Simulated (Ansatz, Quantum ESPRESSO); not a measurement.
# Tuning the work function of W(100), part 9 of 11

Which overlayers raise and which lower the work function of W(100), and does electronegativity predict it?

Quantum ESPRESSO 7.5; plane-wave DFT, PBE, GBRV ultrasoft pseudopotentials; geometry by Ansatz 0.2.0 with PAW datasets.

So far. Step 12 (Self-consistent run, Se overlayer): The covered face stands at 4.59 eV against 4.14 eV when clean. Step 12 (Self-consistent run, Se overlayer): Inside the slab this potential holds the local part of the pseudopotentials, which can be repulsive at the nuclei; only its value in the vacuum has a meaning of its own.

## Step 13: Projected density of states, Se overlayer

Input file Se.pdos.in:

```
&projwfc
  prefix = 'Se.esm'
  outdir = './out'
  filpdos = 'Se.pdos'
  Emin = -12.42
  Emax = -0.42
  DeltaE = 0.1
  ngauss = 0
  degauss = 0.01
/
```

Launch:

```bash
$ OMP_NUM_THREADS=1 mpirun -n 4 projwfc.x -in Se.pdos.in > Se.pdos.out
```

Numbers of over 12 decimals in the logs are rounded to 6 here.

Output:

```text
[banner, memory and clock lines left out]
Program PROJWFC v.7.5 starts

          URL

     ./out/Se.esm.save/

     IMPORTANT: XC functional enforced from input :
     Exchange-correlation= PBE
                           (   1   4   3   4   0   0   0)
     Any further DFT definition will be discarded
     Please, verify this is what you really want

     negative rho (up, down):  3.327E-01 0.000E+00

     Gaussian broadening (read from input): ngauss,degauss=   0    0.010000

     Calling projwave ....
     one sub-group per band group will be used

     linear algebra parallelized on   4 procs

  Problem Sizes
  natomwfc =           69
  nx       =           35
  nbnd     =           46
  nkstot   =           15
  npwx     =         1880
  nkb      =          148

     Atomic states used for projection
     (read from pseudopotential files):

     state #   1: atom   1 (W  ), wfc  1 (l=0 m= 1)
     state #   2: atom   1 (W  ), wfc  2 (l=1 m= 1)
     state #   3: atom   1 (W  ), wfc  2 (l=1 m= 2)
     state #   4: atom   1 (W  ), wfc  2 (l=1 m= 3)
     state #   5: atom   1 (W  ), wfc  3 (l=2 m= 1)
     state #   6: atom   1 (W  ), wfc  3 (l=2 m= 2)
     state #   7: atom   1 (W  ), wfc  3 (l=2 m= 3)
     state #   8: atom   1 (W  ), wfc  3 (l=2 m= 4)
     state #   9: atom   1 (W  ), wfc  3 (l=2 m= 5)
     state #  10: atom   1 (W  ), wfc  4 (l=0 m= 1)
     state #  11: atom   1 (W  ), wfc  5 (l=1 m= 1)
     state #  12: atom   1 (W  ), wfc  5 (l=1 m= 2)
     state #  13: atom   1 (W  ), wfc  5 (l=1 m= 3)
     state #  14: atom   2 (W  ), wfc  1 (l=0 m= 1)
     state #  15: atom   2 (W  ), wfc  2 (l=1 m= 1)
     state #  16: atom   2 (W  ), wfc  2 (l=1 m= 2)
     state #  17: atom   2 (W  ), wfc  2 (l=1 m= 3)
     state #  18: atom   2 (W  ), wfc  3 (l=2 m= 1)
     state #  19: atom   2 (W  ), wfc  3 (l=2 m= 2)
     state #  20: atom   2 (W  ), wfc  3 (l=2 m= 3)
     state #  21: atom   2 (W  ), wfc  3 (l=2 m= 4)
     state #  22: atom   2 (W  ), wfc  3 (l=2 m= 5)
     state #  23: atom   2 (W  ), wfc  4 (l=0 m= 1)
     state #  24: atom   2 (W  ), wfc  5 (l=1 m= 1)
     state #  25: atom   2 (W  ), wfc  5 (l=1 m= 2)
     state #  26: atom   2 (W  ), wfc  5 (l=1 m= 3)
     state #  27: atom   3 (W  ), wfc  1 (l=0 m= 1)
     state #  28: atom   3 (W  ), wfc  2 (l=1 m= 1)
     state #  29: atom   3 (W  ), wfc  2 (l=1 m= 2)
     state #  30: atom   3 (W  ), wfc  2 (l=1 m= 3)
     state #  31: atom   3 (W  ), wfc  3 (l=2 m= 1)
     state #  32: atom   3 (W  ), wfc  3 (l=2 m= 2)
     state #  33: atom   3 (W  ), wfc  3 (l=2 m= 3)
     state #  34: atom   3 (W  ), wfc  3 (l=2 m= 4)
     state #  35: atom   3 (W  ), wfc  3 (l=2 m= 5)
     state #  36: atom   3 (W  ), wfc  4 (l=0 m= 1)
     state #  37: atom   3 (W  ), wfc  5 (l=1 m= 1)
     state #  38: atom   3 (W  ), wfc  5 (l=1 m= 2)
     state #  39: atom   3 (W  ), wfc  5 (l=1 m= 3)
     state #  40: atom   4 (W  ), wfc  1 (l=0 m= 1)
     state #  41: atom   4 (W  ), wfc  2 (l=1 m= 1)
     state #  42: atom   4 (W  ), wfc  2 (l=1 m= 2)
     state #  43: atom   4 (W  ), wfc  2 (l=1 m= 3)
     state #  44: atom   4 (W  ), wfc  3 (l=2 m= 1)
     state #  45: atom   4 (W  ), wfc  3 (l=2 m= 2)
     state #  46: atom   4 (W  ), wfc  3 (l=2 m= 3)
     state #  47: atom   4 (W  ), wfc  3 (l=2 m= 4)
     state #  48: atom   4 (W  ), wfc  3 (l=2 m= 5)
     state #  49: atom   4 (W  ), wfc  4 (l=0 m= 1)
     state #  50: atom   4 (W  ), wfc  5 (l=1 m= 1)
     state #  51: atom   4 (W  ), wfc  5 (l=1 m= 2)
     state #  52: atom   4 (W  ), wfc  5 (l=1 m= 3)
     state #  53: atom   5 (W  ), wfc  1 (l=0 m= 1)
     state #  54: atom   5 (W  ), wfc  2 (l=1 m= 1)
     state #  55: atom   5 (W  ), wfc  2 (l=1 m= 2)
     state #  56: atom   5 (W  ), wfc  2 (l=1 m= 3)
     state #  57: atom   5 (W  ), wfc  3 (l=2 m= 1)
     state #  58: atom   5 (W  ), wfc  3 (l=2 m= 2)
     state #  59: atom   5 (W  ), wfc  3 (l=2 m= 3)
     state #  60: atom   5 (W  ), wfc  3 (l=2 m= 4)
     state #  61: atom   5 (W  ), wfc  3 (l=2 m= 5)
     state #  62: atom   5 (W  ), wfc  4 (l=0 m= 1)
     state #  63: atom   5 (W  ), wfc  5 (l=1 m= 1)
     state #  64: atom   5 (W  ), wfc  5 (l=1 m= 2)
     state #  65: atom   5 (W  ), wfc  5 (l=1 m= 3)
     state #  66: atom   6 (Se ), wfc  1 (l=0 m= 1)
     state #  67: atom   6 (Se ), wfc  2 (l=1 m= 1)
     state #  68: atom   6 (Se ), wfc  2 (l=1 m= 2)
     state #  69: atom   6 (Se ), wfc  2 (l=1 m= 3)

[... projections of each state ...]
Lowdin Charges:

     Atom #   1: total charge =  13.9290, s =  2.4282,
     Atom #   1: total charge =  13.9290, p =  6.8248, pz=  2.2064, px=  2.3092, py=  2.3092,
     Atom #   1: total charge =  13.9290, d =  4.6760, dz2=  0.7798, dxz=  0.9934, dyz=  0.9934, dx2-y2=  0.8666, dxy=  1.0428,
     Atom #   2: total charge =  14.0526, s =  2.3204,
     Atom #   2: total charge =  14.0526, p =  7.0798, pz=  2.3882, px=  2.3458, py=  2.3458,
     Atom #   2: total charge =  14.0526, d =  4.6524, dz2=  0.7368, dxz=  1.0732, dyz=  1.0732, dx2-y2=  0.7295, dxy=  1.0397,
     Atom #   3: total charge =  13.9736, s =  2.3018,
     Atom #   3: total charge =  13.9736, p =  7.0230, pz=  2.3446, px=  2.3392, py=  2.3392,
     Atom #   3: total charge =  13.9736, d =  4.6488, dz2=  0.7270, dxz=  1.0626, dyz=  1.0626, dx2-y2=  0.7680, dxy=  1.0285,
     Atom #   4: total charge =  14.0543, s =  2.3156,
     Atom #   4: total charge =  14.0543, p =  7.0526, pz=  2.3430, px=  2.3548, py=  2.3548,
     Atom #   4: total charge =  14.0543, d =  4.6861, dz2=  0.7452, dxz=  1.0760, dyz=  1.0760, dx2-y2=  0.7269, dxy=  1.0620,
     Atom #   5: total charge =  14.3600, s =  2.3696,
     Atom #   5: total charge =  14.3600, p =  7.1255, pz=  2.3794, px=  2.3731, py=  2.3731,
     Atom #   5: total charge =  14.3600, d =  4.8649, dz2=  0.9464, dxz=  1.0429, dyz=  1.0429, dx2-y2=  0.8821, dxy=  0.9506,
     Atom #   6: total charge =   5.5152, s =  1.6110,
     Atom #   6: total charge =   5.5152, p =  3.9042, pz=  1.3674, px=  1.2684, py=  1.2684,
     Atom #   6: total charge =   5.5152, d =  0.0000, dz2=  0.0000, dxz=  0.0000, dyz=  0.0000, dx2-y2=  0.0000, dxy=  0.0000,
     Spilling Parameter:   0.0015

Note: The following floating-point exceptions are signalling: IEEE_DIVIDE_BY_ZERO IEEE_UNDERFLOW_FLAG IEEE_DENORMAL
Note: The following floating-point exceptions are signalling: IEEE_DIVIDE_BY_ZERO IEEE_UNDERFLOW_FLAG IEEE_DENORMAL
Note: The following floating-point exceptions are signalling: IEEE_DIVIDE_BY_ZERO IEEE_UNDERFLOW_FLAG IEEE_DENORMAL
Note: The following floating-point exceptions are signalling: IEEE_DIVIDE_BY_ZERO IEEE_UNDERFLOW_FLAG IEEE_DENORMAL
```

Wall time 2.6 s (4 MPI ranks of Intel Xeon at 2.70GHz, shared host); peak memory 0.28 GiB; 8.7 s of CPU time.

This step gave:

```
spilling of the projection : 0.0015
```

Projected DOS an atom over height of the atomic layer and energy from the Fermi level. Columns are the atomic layers from the bottom up.

Values in states/eV, 22 rows by 6 columns, each cell a mean:
```
1.22 0.59 0.77 0.73 0.80 0.48
1.96 0.62 0.70 0.86 0.96 0.36
0.96 0.25 0.27 0.36 0.70 0.13
2.62 0.56 0.54 0.76 1.16 0.33
2.03 0.61 0.38 0.83 1.09 0.38
1.16 0.65 0.43 0.63 0.81 0.28
0.90 0.79 0.78 0.71 0.59 0.12
1.12 1.10 1.17 0.87 0.78 0.23
1.45 1.36 1.39 1.21 1.26 0.56
1.17 1.60 1.36 1.57 1.36 0.84
0.76 1.28 1.28 1.66 1.23 0.67
0.37 0.83 1.02 0.97 0.59 0.54
1.13 1.73 1.11 0.83 0.74 0.84
0.59 0.78 0.74 0.68 0.63 0.80
0.25 0.68 0.94 0.75 0.66 0.79
0.35 0.83 1.03 0.86 0.71 0.73
0.20 0.47 0.68 0.60 0.68 0.69
0.14 0.31 0.39 0.37 0.56 0.73
0.11 0.19 0.23 0.26 0.40 0.48
0.06 0.09 0.11 0.18 0.34 0.40
0.06 0.14 0.19 0.18 0.16 0.13
0.01 0.03 0.04 0.04 0.02 0.01
```
Columns: height of the atomic layer (Å) from -3.92 to 3.92 (not evenly spaced); rows upwards: energy from the Fermi level (eV) from -8.00 to 1.40.

The atomic orbitals miss 0.1 % of the occupied states; for empty states the projections can miss much more.

## Step 14: Geometry from Ansatz, Te overlayer

Level of this step: plane-wave DFT, PBE, Ansatz PAW (Ansatz 0.2.0).

System of this step: W(100), 5 layers, one monolayer of Te on hollow sites. The cell holds 6 atoms: 5 W and 1 Te. Its edges and angles: a = 3.160 Å, b = 3.160 Å, c = 25.320 Å, α = 90.0°, β = 90.0°, γ = 90.0°. It derives from W. Vacuum lies along c.

Input file input.yaml:

```yaml
crystal:
  lattice:
    - [3.16, 0.0, 0.0]
    - [0.0, 3.16, 0.0]
    - [0.0, 0.0, 25.32]
  atoms:
    - { symbol: W, position: [0.0, 0.0, 0.3278041074] }
    - { symbol: W, position: [0.5, 0.5, 0.3902053712] }
    - { symbol: W, position: [0.0, 0.0, 0.4526066351] }
    - { symbol: W, position: [0.5, 0.5, 0.5150078989] }
    - { symbol: W, position: [0.0, 0.0, 0.5774091627] }
    - { symbol: Te, position: [0.5, 0.5, 0.6564691624] }
kpoints:
  mp_grid: { grid: [8, 8, 1] }
hamiltonian:
  xc: pbe
scf:
  occupations: { method: fermi_dirac, width: 0.1 }
  convergence: { dr2_threshold: 1.0e-08 }
efield:
  axis: 3
  dipole_correction: true
  ramp_position: 0.97
  ramp_width: 0.04
relax:
  f_tol: 0.01
  constraints: [{ sites: [0, 1, 2] }]
output:
  write_potential: true
  write_density: true
  volumetric_format: npy
```

Launch:

```bash
$ ansatz run input.yaml --threads 4 --pin off --max-ram 8192MiB --backend cpu --events-out ev --progress --plain --runs-dir out
```

Output:

```text
[...]
Crystal: 6 atoms, lattice volume = 252.835 Å³
Basis set: ecut = 420 eV, 4957 PW (Γ), exchange–correlation on 48×48×360 points (8 copies of the dense FFT grid, shifted against one another)
Bands: 52, of which v1, the nominal top of the filled ones, is band 43 counted from 1 (42 counted from 0)
Symmetry: 8 space group operations
[...]
F+E_penalty+E_count = -58900.78327369 eV   max|allowed force component| = 3.020e-3 eV/Å
  atoms:
    - { symbol: W, position: [0.0, 0.0, 0.327804] }
    - { symbol: W, position: [0.500000, 0.500000, 0.390205] }
    - { symbol: W, position: [0.0, 0.0, 0.452607] }
    - { symbol: W, position: [0.500000, 0.500000, 0.514790] }
    - { symbol: W, position: [2.507395907632637e-18, 0, 0.579020] }
    - { symbol: Te, position: [0.500000, 0.500000, 0.648352] }
[key lines of the parts left out:]
SCF converged after 6 iterations
Free energy (F): -58900.783274 eV
Fermi energy:    6.076653 eV
Dipole field:    D = 0.014133 V/Å  (p = 0.019747 e·Å, saw-weighted, corrected)
Work function:   Φ+ = 3.9252 eV   Φ− = 4.2831 eV
```

Run time: 30 s. Hardware: 4 threads; peak memory 0.72 GiB; 1.7 min of CPU time.

The steps of the relaxation:

| step | energy less that of the first step (eV) | largest force component (eV/Å) |
| --- | --- | --- |
| 1 | 0.0000 | 1.0491 |
| 2 | -0.1265 | 0.6277 |
| 3 | -0.1550 | 0.3265 |
| 4 | -0.1615 | 0.0361 |
| 5 | -0.1616 | 0.0030 |

Forces are held to the 8 operations that the run works with; a distortion that breaks them can't arise in this run.

The atoms that moved most (Å):

| atom | dx | dy | dz | length |
| --- | --- | --- | --- | --- |
| Te6 | 0.000 | 0.000 | -0.206 | 0.206 |
| W5 | 0.000 | 0.000 | 0.041 | 0.041 |
| W4 | 0.000 | 0.000 | -0.006 | 0.006 |

Final coordinates:

```xyz
6
Lattice="3.1600 0.0000 0.0000 0.0000 3.1600 0.0000 0.0000 0.0000 25.3200" Properties=species:S:1:pos:R:3
W     0.0000    0.0000    8.3000
W     1.5800    1.5800    9.8800
W     0.0000    0.0000   11.4600
W     1.5800    1.5800   13.0345
W     0.0000    0.0000   14.6608
Te    1.5800    1.5800   16.4163
```

The relaxation lowers the energy by 27 meV an atom. Held were the atoms numbered 1, 2 and 3; the forces quoted are those on the free ones.

Read from the output:

```
free energy                     : -58900.7833 eV
energy at zero smearing         : -58900.6950 eV
smearing term TS                : 0.1765 eV
Fermi energy                    : 6.077 eV
work function of the upper face : 3.925 eV
work function of the lower face : 4.283 eV
dipole along the normal         : 0.01975 e·Å
```

[end of part 9 of 11]

[Logs are printed without paths, hosts, clocks, repeated set-up lines and the standing remarks that a program may print on its own settings, such as how far it seeks lower states.]

[Hosts, paths, dates, database ids (printed as entryN), source tags and the programs' standing remarks are cut or masked in the printed files.]

[Maps of the electrostatic potential energy from Ansatz leave out the sawtooth potential of an applied field or a dipole correction, so their vacuum need not be flat; planar profiles and work functions include it.]
